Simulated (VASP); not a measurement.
# PbSe (Clausthalite) (Fm-3m) in VASP: a series of runs

PbSe (Clausthalite) is run at these levels: RPBE+D4, revPBE, revPBE+D3(BJ); tasks: single point, relaxation of cell and atoms.

Everything below comes from runs of VASP 6.6.1. Logs are shortened: lines on timing, memory, paths and dates and some standing lists are left out, and cuts for length are marked.

**The experiment to reproduce.**

A printed reference work, monograph reports, for a bulk crystal of PbSe at 4.2 K: band gap 0.15 eV (direct).

The runs below are set against these values where they give the same quantity.

### Step 1. The cell of the first run

It takes space group Fm-3m (No. 225, cubic). The conventional cell has a = 6.133 Å, b = 6.133 Å, c = 6.133 Å, α = 90.00°, β = 90.00°, γ = 90.00°. Pb (site symmetry m-3m) has 6 Se at 3.07 Å within 4.0 Å. Se (site symmetry m-3m) has 6 Pb at 3.07 Å within 4.0 Å.

### Step 2. Single point, RPBE+D4

INCAR reads:

```
PREC = Accurate
ENCUT = 520
EDIFF = 1E-6
ISMEAR = -1
SIGMA = 0.05
LREAL = F
LASPH = T
NELM = 100
ALGO = Normal
ISIF = 2
LWAVE = F
LCHARG = T
GGA = RP
IVDW = 13
LELF = T
LVHAR = T
NBANDS = 17
```

KPOINTS reads:

```
regular mesh
0
Gamma
  8 8 8
```

POSCAR reads:

```
PbSe
1.0
    0.0000000000      3.0662905733      3.0662905733
    3.0662905733      0.0000000000      3.0662905733
    3.0662905733      3.0662905733      0.0000000000
Pb Se
1 1
Direct
    0.0000000000      0.0000000000      0.0000000000
    0.5000000000      0.5000000000      0.5000000000
```

Potentials or basis: VASP PAW PBE potentials, release 64 (Pb_d, Se).

Run with:

```bash
> cat potpaw_PBE.64/Pb_d/POTCAR potpaw_PBE.64/Se/POTCAR > POTCAR
> mpirun -np 1 vasp_std > vasp.out
```

OUTCAR:

```text
PREC = Accurate
   ENCUT = 520
   EDIFF = 1E-6
   ISMEAR = -1
   LREAL = F
   LASPH = T
   NELM = 100
   ISIF = 2
   GGA = RP
   IVDW = 13

 ion  position               nearest neighbor table
   1  0.000  0.000  0.000-   2 3.07   2 3.07   2 3.07   2 3.07   2 3.07   2 3.07
   2  0.500  0.500  0.500-   1 3.07   1 3.07   1 3.07   1 3.07   1 3.07   1 3.07

  LATTYP: Found a face centered cubic cell.
 ALAT       =     6.1325811466

  Lattice vectors:

 A1 = (   0.0000000000,   3.0662905733,   3.0662905733)
 A2 = (   3.0662905733,   0.0000000000,   3.0662905733)
 A3 = (   3.0662905733,   3.0662905733,   0.0000000000)

Analysis of symmetry for initial positions (statically):
=====================================================================
 Subroutine PRICEL returns:
 Original cell was already a primitive cell.

 Routine SETGRP: Setting up the symmetry group for a
 face centered cubic supercell.

 Subroutine GETGRP returns: Found 48 space group operations
 (whereof 48 operations were pure point group operations)
 out of a pool of 48 trial point group operations.

The static configuration has the point symmetry O_h .

Analysis of symmetry for dynamics (positions and initial velocities):
=====================================================================
 Subroutine PRICEL returns:
 Original cell was already a primitive cell.

 Routine SETGRP: Setting up the symmetry group for a
 face centered cubic supercell.

 Subroutine GETGRP returns: Found 48 space group operations
 (whereof 48 operations were pure point group operations)
 out of a pool of 48 trial point group operations.

The dynamic configuration has the point symmetry O_h .

 Subroutine INISYM returns: Found 48 space group operations
 (whereof 48 operations are pure point group operations),
 and found     1 'primitive' translations

----------------------------------------------------------------------------------------

                                     Primitive cell

  volume of cell :      57.6594

  direct lattice vectors                    reciprocal lattice vectors
     0.000000000  3.066290573  3.066290573    -0.163063476  0.163063476  0.163063476
     3.066290573  0.000000000  3.066290573     0.163063476 -0.163063476  0.163063476
     3.066290573  3.066290573  0.000000000     0.163063476  0.163063476 -0.163063476

  length of vectors
     4.336389715  4.336389715  4.336389715     0.282434226  0.282434226  0.282434226

  position of ions in fractional coordinates (direct lattice)
     0.000000000  0.000000000  0.000000000
[... 77 lines left out ...]
   NELM   =    100;   NELMIN=  2; NELMDL= -5     # of ELM steps
   EDIFF  = 0.1E-05   stopping-criterion for ELM
   LREAL  =      F    real-space projection
   EDIFFG = 0.1E-04   stopping-criterion for IOM
   NSW    =      0    number of steps for IOM
   IBRION =     -1    ionic relax: 0-MD 1-quasi-New 2-CG
   NFREE  =      0    steps in history (QN), initial steepest desc. (CG)
   ISIF   =      2    stress and relaxation
   ISYM   =      2    0-nonsym 1-usesym 2-fastsym
   POTIM  = 0.5000    time-step for ionic-motion
   TEBEG  =    0.0;   TEEND  =   0.0 temperature during run
   PSTRESS=    0.0 pullay stress
   NELECT =      20.0000    total number of electrons
   NUPDOWN=      -1.0000    fix difference up-down
   EMIN   =  10.00;   EMAX   =-10.00  energy-range for DOS
   EFERMI =   0.00;   METHOD = LEGACY
   ISMEAR =    -1;   SIGMA  =   0.05  broadening in eV -4-tet -1-fermi 0-gaus
   EFERMI_NEDOS =   21; number of points for ismear=-14 and -15
   IALGO  =     38    algorithm
   IMIX   =      4    mixing-type and parameters
     AMIX     =   0.40;   BMIX     =  1.00
     AMIX_MAG =   1.60;   BMIX_MAG =  1.00
  volume/ion in A,a.u.               =      28.83       194.55
  Fermi-wavevector in a.u.,A,eV,Ry     =   1.150257  2.173670 18.001746  1.323091
  Thomas-Fermi vector in A             =   2.286922
   LORBIT       =      0    0 simple, 1 ext, 2 COOP (PROOUT), +10 PAW based schemes
   GGA     = RP    functional components
   LHFCALC =     F    Hartree Fock is set to
   AEXX    =    0.0000 exact exchange contribution
   IVDW    =    13    specifies the selected vdW correction
   LEPSILON=     F    determine dielectric tensor
   LRPA    =     F    only Hartree local field effects (RPA)
 non-spin polarized calculation
  energy-cutoff  :      520.00
  volume of cell :       57.66
 maximum number of plane-waves:      1588
   NGX = 17   NGY = 17   NGZ = 17

 number of electron      19.9999998 magnetization

 Free energy of the ion-electron system (eV)
  ---------------------------------------------------
  ext. energy  EPLUGINS =         0.00000000
  ---------------------------------------------------
  free energy    TOTEN  =        -7.47162508 eV

  energy without entropy =       -7.47147853  energy(sigma->0) =       -7.47155181

 E-fermi :   5.3214     XC(G=0):  -9.3544

 val. band max:        5.1238771297   @ k =   0.5000   0.0000   0.0000
 cond. band min:       5.5189480084   @ k =   0.5000   0.0000   0.0000
 fundamental gap:      0.3950708787
 Fermi energy:         5.3214393384

 k-point     1 :       0.0000    0.0000    0.0000
  band No.  band energies     occupation
      1     -11.7768      2.00000
      2     -11.7768      2.00000
      3     -11.7768      2.00000
      4     -11.7684      2.00000
      5     -11.7684      2.00000
      6      -8.3983      2.00000
[... 457 lines left out ...]
      4     -11.7567      2.00000
      5     -11.7423      2.00000
      6      -7.1586      2.00000
[... 9 lines left out ...]
     16      15.9816      0.00000
     17      16.1112      0.00000

 [... further k-points ...]

------------------------ aborting loop because EDIFF is reached ----------------------------------------

  DFT-D4 for vdW energy calculation

  Edisp (eV):   -1.44533

  FORCE on cell =-STRESS in cart. coord.  units (eV):
  Direction    XX          YY          ZZ          XY          YZ          ZX
  --------------------------------------------------------------------------------------
  -------------------------------------------------------------------------------------
  Total      -0.01181    -0.01181    -0.01181     0.00000     0.00000    -0.00000
  in kB      -0.32815    -0.32815    -0.32815     0.00000     0.00000    -0.00000
  external pressure =       -0.33 kB  Pullay stress =        0.00 kB

 VOLUME and BASIS-vectors are now :
 -----------------------------------------------------------------------------
  energy-cutoff  :      520.00
  volume of cell :       57.66
      direct lattice vectors                 reciprocal lattice vectors
     0.000000000  3.066290573  3.066290573    -0.163063476  0.163063476  0.163063476
     3.066290573  0.000000000  3.066290573     0.163063476 -0.163063476  0.163063476
     3.066290573  3.066290573  0.000000000     0.163063476  0.163063476 -0.163063476

 POSITION                                       TOTAL-FORCE (eV/Angst)
 -----------------------------------------------------------------------------------
      0.00000      0.00000      0.00000         0.000000     -0.000000     -0.000000
      3.06629      3.06629      3.06629        -0.000000      0.000000      0.000000
 -----------------------------------------------------------------------------------
    total drift:                                0.000000     -0.000000     -0.000000

  FREE ENERGIE OF THE ION-ELECTRON SYSTEM (eV)
  ---------------------------------------------------
  free  energy   TOTEN  =        -8.9169568129 eV

  energy  without entropy=       -8.9168102682  energy(sigma->0) =       -8.91688354
```

OSZICAR:

```text
N       E                     dE             d eps       ncg     rms          rms(c)
DAV:   1     0.161100107898E+03    0.16110E+03   -0.96101E+03   994   0.121E+03
DAV:   2     0.500034616381E+01   -0.15610E+03   -0.15025E+03  1018   0.310E+02
DAV:   3    -0.742900459632E+01   -0.12429E+02   -0.12347E+02  1283   0.928E+01
DAV:   4    -0.774048907459E+01   -0.31148E+00   -0.31121E+00  1185   0.161E+01
DAV:   5    -0.775054754743E+01   -0.10058E-01   -0.10058E-01  1428   0.290E+00    0.290E+00
DAV:   6    -0.746665939572E+01    0.28389E+00   -0.68818E-01  1480   0.552E+00    0.170E+00
DAV:   7    -0.746489246690E+01    0.17669E-02   -0.13394E-01  1174   0.177E+00    0.921E-01
DAV:   8    -0.747182178181E+01   -0.69293E-02   -0.17651E-02  1141   0.142E+00    0.176E-01
DAV:   9    -0.747144033543E+01    0.38145E-03   -0.32381E-03  1528   0.585E-01    0.567E-02
DAV:  10    -0.747159234249E+01   -0.15201E-03   -0.41433E-04  1097   0.113E-01    0.225E-02
DAV:  11    -0.747162476139E+01   -0.32419E-04   -0.15794E-04  1229   0.119E-01    0.138E-02
DAV:  12    -0.747162507846E+01   -0.31708E-06   -0.82523E-06  1256   0.167E-02
   1 F= -.89169568E+01 E0= -.89168835E+01  d E =-.146545E-03
```

Wall time 9.7 s (1 thread of Intel Xeon 6975P-C (Granite Rapids), shared host); peak memory 0.19 GiB.

What came out:

| Property | Result |
| --- | --- |
| Free energy | -8.9170 eV |
| Pressure | 0.0 GPa |
| Band gap on the k mesh | 0.40 eV, direct |
| Dispersion energy per atom | -0.723 eV |

Levels at points of the mesh, in eV from the valence-band top:
| k point | band 6 | band 7 | band 8 | band 9 | band 10 | band 11 | band 12 | band 13 | band 14 | band 15 |
| --- | --- | --- | --- | --- | --- | --- | --- | --- | --- | --- |
| (0.00, 0.00, 0.00) | -13.52 | -6.27 | -1.86 | -1.86 | -1.86 | 4.75 | 4.75 | 4.75 | 6.57 | 6.57 |
| (0.50, 0.00, 0.00) | -12.47 | -8.74 | -1.46 | -1.46 | 0.00 | 0.40 | 1.75 | 1.75 | 8.67 | 10.16 |
| (0.50, 0.50, 0.00) | -12.11 | -7.34 | -4.91 | -3.19 | -3.19 | 3.80 | 5.64 | 5.64 | 6.09 | 11.25 |

Caveat: the PAW data sets were made with another functional, which shifts forces and pressure a little; spin-orbit coupling is left out, which moves the levels of the heavy elements.

### Step 3. Single point, revPBE

This run uses another cell than the first one, of 30.86 Å³/atom, 1.071 times its volume.

Edit INCAR of step 2 so:

```diff
@@ -11,7 +11,4 @@
 LWAVE = F
-LCHARG = T
-GGA = RP
-IVDW = 13
-LELF = T
-LVHAR = T
+LCHARG = F
+GGA = RE
 NBANDS = 17
```

KPOINTS reads:

```
Automatic mesh
0
Gamma
  8 8 8
```

POSCAR reads:

```
PbSe
1.0
    0.0000000000      3.1367635431      3.1367635431
    3.1367635431      0.0000000000      3.1367635431
    3.1367635431      3.1367635431      0.0000000000
Pb Se
1 1
Direct
    0.0000000000      0.0000000000      0.0000000000
    0.5000000000      0.5000000000      0.5000000000
```

Potentials or basis: VASP PAW PBE potentials, release 64 (Pb_d, Se).

Run with:

```bash
> cat potpaw_PBE.64/Pb_d/POTCAR potpaw_PBE.64/Se/POTCAR > POTCAR
> mpirun -np 1 vasp_std > vasp.out
```

It took 12 s on 1 thread of Intel Xeon 6975P-C (Granite Rapids), shared host; peak memory 0.21 GiB.

The run converged. Its results:

```
Free energy            : -7.6078 eV
Pressure               : 0.0 GPa
Band gap on the k mesh : 0.58 eV, direct
```

Levels at points of the mesh, in eV from the valence-band top:
| k point | band 8 | band 9 | band 10 | band 11 | band 12 | band 13 |
| --- | --- | --- | --- | --- | --- | --- |
| (0.00, 0.00, 0.00) | -1.51 | -1.51 | -1.51 | 4.63 | 4.63 | 4.63 |
| (0.50, 0.00, 0.00) | -1.16 | -1.16 | 0.00 | 0.58 | 1.92 | 1.92 |
| (0.50, 0.50, 0.00) | -4.32 | -2.74 | -2.74 | 4.11 | 5.41 | 5.41 |

Caveat: the PAW data sets were made with another functional, which shifts forces and pressure a little; spin-orbit coupling is left out, which moves the levels of the heavy elements.

(Continued in part 2 of 2.)
